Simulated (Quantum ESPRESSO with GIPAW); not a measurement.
# Off-centring in BaHfO3 seen by 137Ba: the anisotropy

In the cubic cell the series varies the shift of Hf along [001] from the centre of its octahedron, all other atoms held. GIPAW with PBEsol and plane-wave PAW files from pslibrary 1.0.0 recipes (Ba spn, Hf spn, O n), cutoffs 55 and 330 Ry, a 6×6×6 mesh in every shielding run (Quantum ESPRESSO with GIPAW, a patched development version), without spin-orbit coupling. The atoms are held where the series puts them. The cells were built for this series from an entry of the Crystallography Open Database, taken as a prototype, and need not be stable phases. σ∥ is along the axis of the site, [001].

One member of the series, BaHfO3 (P4mm) at 0.12 Å, as used in the shielding run:

```xyz
5
Lattice="4.1913 0.0000 0.0000 0.0000 4.1913 0.0000 0.0000 0.0000 4.1913" Properties=species:S:1:pos:R:3 pbc="T T T"
Ba    0.0000    0.0000    0.0000
Hf    2.0957    2.0957    2.2157
O     2.0957    2.0957    0.0000
O     2.0957    0.0000    2.0957
O     0.0000    2.0957    2.0957
```

| shift d (Å) | d² (Å²) | mean bond at Ba (Å) | σ∥ − σ⊥ of Ba (ppm) |
| --- | --- | --- | --- |
| 0 | 0.0000 | 2.9637 | 0.00 |
| 0.03 | 0.0009 | 2.9637 | 0.69 |
| 0.06 | 0.0036 | 2.9637 | 2.80 |
| 0.09 | 0.0081 | 2.9637 | 6.36 |
| 0.12 | 0.0144 | 2.9637 | 11.06 |
| 0.15 | 0.0225 | 2.9637 | 16.98 |
| 0.18 | 0.0324 | 2.9637 | 23.92 |
| 0.21 | 0.0441 | 2.9637 | ? |
| 0.24 | 0.0576 | 2.9637 | 40.36 |

**Task.** Fit σ∥ − σ⊥ of Ba against x, the square of the shift in Å²; judge whether a straight line is enough, and predict the withheld row (x = 0.0441 Å²).

1. The 8 known rows give Σx = 0.1395, Σy = 102.17, Σx² = 0.00516051 and Σxy = 3.703275.

2. Slope b = (nΣxy − ΣxΣy)/(nΣx² − (Σx)²) = 704.44 and intercept a = (Σy − bΣx)/n = 0.487652 ppm.

3. Residuals y − a − bx, in the order of the table: -0.49, -0.43, -0.22, +0.17, +0.43, +0.64, +0.61, -0.70 ppm; r.m.s. 0.50 ppm, R² = 0.999. They bend, and a quadratic term takes most of them away: y = 0.0043630484 + 789.0361 x − 1537.723 x², r.m.s. 0.029 ppm.

4. At x = 0.0441 Å², inside the fitted range, the line gives 31.55 ppm and the parabola 31.81 ppm.

5. The run gives 31.78 ppm. The line misses by -0.23 ppm, the parabola by +0.03 ppm; that is within twice the r.m.s. of the parabola. Verdict: a line is not enough; the parabola both fits and predicts better.

Between neighbouring rows of the full table the slope is +7.7 ppm for 0.01 Å² of d² at the low end and +6.4 at the high end. The cubic cell has a mirror across the shift, so a quantity of the moved atom, or a mean over an element, is even in d: hence the fit against d². At x = 0 the site is cubic and the anisotropy vanishes, which a free intercept need not respect. The tensors are without the macroscopic shape term.

[Logs are printed without paths, hosts, clocks, repeated set-up lines and the standing remarks that a program may print on its own settings, such as how far it seeks lower states.]

[Hosts, paths, dates, database ids (printed as entryN), source tags and the programs' standing remarks are cut or masked in the printed files.]
